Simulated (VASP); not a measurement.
Wanted: the native input for a VASP 6.6.1 run.

| Item | Value |
| --- | --- |
| Task | single point |
| Functional | PBE |
| Dispersion | D3(BJ) |
| Potentials or basis | VASP PAW PBE potentials, release 64 (Se, In_d) |
| Cutoff | 520 eV |
| k mesh | 9 × 9 × 1 |
| Occupations | gaussian, width 0.02 eV |
| Spin | no spin polarisation |
| Dipole correction | yes |
| Further INCAR settings | ALGO = Fast; EDIFF = 1e-07; NBANDS = 27 |

The structure of InSe lies in POSCAR:

```
InSe
1.0
    3.9944914275      0.0000000000      0.0000000000
   -1.9972457138      3.4872288824      0.0000000000
    0.0000000000      0.0000000000     36.7193937277
Se In
2 2
Direct
   -0.0005015509     -0.0010031019      0.4264245529
   -0.0005015509     -0.0010031019      0.5735484924
    0.6671682176      0.3343364352      0.4619439242
    0.6671682176      0.3343364352      0.5380291210
```

The cell isn't the ideal one: strain along x -0.008, atoms relaxed.

The input as run:

INCAR

```
SYSTEM = InSe
ALGO     = Fast           ! electronic algorithm
DIPOL    = 0.5 0.5 0.500
EDIFF    = 1E-7           ! SCF threshold, eV
ENCUT    = 520            ! plane-wave cutoff, eV
GGA      = PE             ! functional
IDIPOL   = 3            
ISIF     = 2              ! what is computed and relaxed
ISMEAR   = 0              ! smearing method
IVDW     = 12             ! dispersion correction
LASPH    = .True.         ! aspherical terms in the spheres
LCHARG   = .False.        ! write CHGCAR
LDIPOL   = .True.       
LREAL    = .False.        ! projectors in reciprocal space
LWAVE    = .False.        ! write WAVECAR
NBANDS   = 27             ! bands
NELM     = 100            ! most SCF steps
PREC     = Accurate       ! precision mode
SIGMA    = 0.02           ! smearing width, eV
```

KPOINTS

```
k-points
0
Gamma
  9 9 1
  0 0 0
```

Potentials or basis: VASP PAW PBE potentials, release 64 (Se, In_d).

Launch:

```sh
$ cat potpaw_PBE.64/Se/POTCAR potpaw_PBE.64/In_d/POTCAR > POTCAR
$ mpirun -np 1 vasp_std > vasp.out
```

It gave:

```yaml
Largest_force: 0.015 eV/Å
Band_gap_on_the_k_mesh: 1.68 eV, indirect (least direct gap 1.76 eV)
Dispersion_energy_per_atom: -0.223 eV
```

Caveat: spin-orbit coupling is left out, which moves the levels of the heavy elements.

Run time: 26 min on 1 thread of Intel(R) Xeon(R) Platinum 8259CL CPU @ 2.50GHz (Skylake/Cascade Lake) (shared host), peak memory 0.75 GiB.
